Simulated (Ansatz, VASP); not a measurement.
One calculation of SiO2, two programs

```
Si O
1.0
    -2.37047    2.37047    3.64990
     2.37047   -2.37047    3.64990
     2.37047    2.37047   -3.64990
Si O
2 4
Direct
  0.00000 0.00000 0.00000
  0.75000 0.25000 0.50000
  0.00869 0.62500 0.88369
  0.37500 0.25869 0.38369
  0.74131 0.12500 0.11631
  0.87500 0.99131 0.61631
```

Alike in both runs: functional PBE; k mesh 6 × 6 × 6; occupations gaussian, width 0.02 eV; no spin polarisation.

Ansatz relaxed the structure, and its values are those at the end. VASP's run is a single point on that final structure, the one shown.

|  | VASP | Ansatz |
| --- | --- | --- |
| version | VASP 6.6.1 | Ansatz 0.2.0 |
| potentials or method | VASP PAW PBE potentials, release 64 (Si, O) | scalar-relativistic, plane waves, PAW |
| plane-wave cutoff (eV) | 520 | 420 |
| valence electrons in the cell | 32 | 32 |

VASP gave:

- gap on the k mesh at the Fermi level (eV): 6.16
- least direct gap on the mesh (eV): 6.16
- pressure (GPa): 3.8

**Question.** Which values does Ansatz return?

**Answer.** gap on the k mesh at the Fermi level (eV): 6.16; least direct gap on the mesh (eV): 6.16; pressure (GPa): 3.6.

A k mesh can miss the band edges.
